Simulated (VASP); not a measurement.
# TiO₂: forms and broadenings of the independent-particle spectrum

TiO₂, I4_1/amd (no. 141), 6 atoms in the cell. PBE, independent-particle dielectric function; PAW potentials Ti_sv, O (PBE set).

## Input

INCAR.step1:
```
SYSTEM = TiO2
EDIFF = 1E-8 ; ENCUT = 460
ISMEAR = 0 ; KPAR = 4
LASPH = .TRUE. ; LCHARG = .FALSE.
LEPSILON = .TRUE. ; LWAVE = .FALSE.
PREC = Accurate ; SIGMA = 0.02
```

INCAR.step2, as INCAR.step1 but for:
```
- LEPSILON = .TRUE.
- LWAVE = .FALSE.
+ LWAVE = .TRUE.
+ NBANDS = 88
```

INCAR.step3:
```
SYSTEM = TiO2
ALGO = None ; CSHIFT = 0.1
EDIFF = 1E-7 ; ENCUT = 460
ISMEAR = 0 ; ISTART = 1
KPAR = 4 ; LASPH = .TRUE.
LCHARG = .FALSE. ; LOPTICS = .TRUE.
LWAVE = .FALSE. ; NBANDS = 88
NEDOS = 2000 ; NELM = 1
PREC = Accurate ; SIGMA = 0.02
```

INCAR.step4, as INCAR.step3 but for:
```
+ LNABLA = .TRUE.
```

INCAR.step5, as INCAR.step4 but for:
```
- LNABLA = .TRUE.
+ IPEAD = 2
+ LPEAD = .TRUE.
```

INCAR.step6, as INCAR.step5 but for:
```
- IPEAD = 2
+ IPEAD = 3
```

INCAR.step7 changes the same tag again: IPEAD = 4.

INCAR.step8, as INCAR.step7 but for:
```
- CSHIFT = 0.1
- IPEAD = 4
- LPEAD = .TRUE.
+ CSHIFT = 0.01
```

INCAR.step9, as INCAR.step8 but for:
```
- CSHIFT = 0.01
+ CSHIFT = 0.3
```

INCAR.step10 changes the same tag again: CSHIFT = 0.03.

INCAR.step11, as INCAR.step10 but for:
```
- CSHIFT = 0.03
- ISMEAR = 0
+ CSHIFT = 0.1
+ ISMEAR = -5
```

INCAR.step12, as INCAR.step11 but for:
```
- ISMEAR = -5
- SIGMA = 0.02
+ ISMEAR = 0
+ SIGMA = 0.2
```

INCAR.step13, as INCAR.step12 but for:
```
- SIGMA = 0.2
+ OMEGAMAX = 12
+ SIGMA = 0.02
```

INCAR.step14, as INCAR.step13 but for:
```
- OMEGAMAX = 12
+ OMEGAMAX = 60
```

KPOINTS:
```
k-points
0
Gamma
  6 6 6
```

POSCAR:
```
TiO2
1.0
   -1.8921000000      1.8921000000      4.7573000000
    1.8921000000     -1.8921000000      4.7573000000
    1.8921000000      1.8921000000     -4.7573000000
Ti O
2 4
Direct
    0.7500000000      0.2500000000      0.5000000000
    0.0000000000      0.0000000000      0.0000000000
    0.7919000000      0.7919000000      0.0000000000
    0.5419000000      0.0419000000      0.5000000000
    0.9581000000      0.4581000000      0.5000000000
    0.2081000000      0.2081000000      0.0000000000
```

Commands (each step's output is kept before the next begins):
```
cat potpaw_PBE.64/Ti_sv/POTCAR potpaw_PBE.64/O/POTCAR > POTCAR
cp INCAR.step1 INCAR
mpirun -np 4 vasp_std > vasp.out
rm WAVECAR CHG
cp INCAR.step2 INCAR
mpirun -np 4 vasp_std > vasp.out
cp INCAR.step3 INCAR
mpirun -np 4 vasp_std > vasp.out
cp INCAR.step4 INCAR
mpirun -np 4 vasp_std > vasp.out
cp INCAR.step5 INCAR
mpirun -np 4 vasp_std > vasp.out
cp INCAR.step6 INCAR
mpirun -np 4 vasp_std > vasp.out
cp INCAR.step7 INCAR
mpirun -np 4 vasp_std > vasp.out
cp INCAR.step8 INCAR
mpirun -np 4 vasp_std > vasp.out
cp INCAR.step9 INCAR
mpirun -np 4 vasp_std > vasp.out
cp INCAR.step10 INCAR
mpirun -np 4 vasp_std > vasp.out
cp INCAR.step11 INCAR
mpirun -np 4 vasp_std > vasp.out
cp INCAR.step12 INCAR
mpirun -np 4 vasp_std > vasp.out
cp INCAR.step13 INCAR
mpirun -np 4 vasp_std > vasp.out
cp INCAR.step14 INCAR
mpirun -np 4 vasp_std > vasp.out
```

## Result

- Direct gap on the mesh (eV): 2.45
- Gap on the mesh (eV): 2.14
- Bands: 88

One ground state, settings moved in the last step alone:

| Settings | ε at zero frequency | Mean energy of the absorption, weighted by Im ε (eV) | Time (s) |
|---|---|---|---|
| longitudinal form, CSHIFT 0.1 | 6.82 | 7.83 | 9 |
| transversal form (LNABLA) | 5.88 | 8.10 | 8 |
| finite differences (LPEAD), order 2 | 6.74 | 7.89 | 24 |
| finite differences (LPEAD), order 3 | 6.79 | 7.86 | 30 |
| finite differences (LPEAD), order 4 | 6.81 | 7.84 | 32 |
| CSHIFT 0.01 | 6.83 | 7.79 | 7 |
| CSHIFT 0.3 | 6.80 | 7.90 | 7 |
| CSHIFT 0.03 | 6.82 | 7.79 | 7 |
| tetrahedron method | 6.77 | 7.88 | 9 |
| SIGMA 0.2 | 6.83 | 7.83 | 8 |
| OMEGAMAX 12, which cuts the spectrum short | 6.07 | – | 7 |
| OMEGAMAX 60 | 6.82 | 7.83 | 8 |

The mean energy covers the spectrum up to 20 eV.

On the same mesh, density-functional perturbation theory with local fields gives ε = 6.65.

Limits: The 6×6×6 mesh is coarse for a spectrum: peaks stand apart that a denser mesh merges, and ε at zero frequency can be far too high.

VASP 6.6.1 took 1035 s on 4 cores (Intel Xeon Platinum 8259CL @ 2.50GHz (Skylake/Cascade Lake)), a shared host.
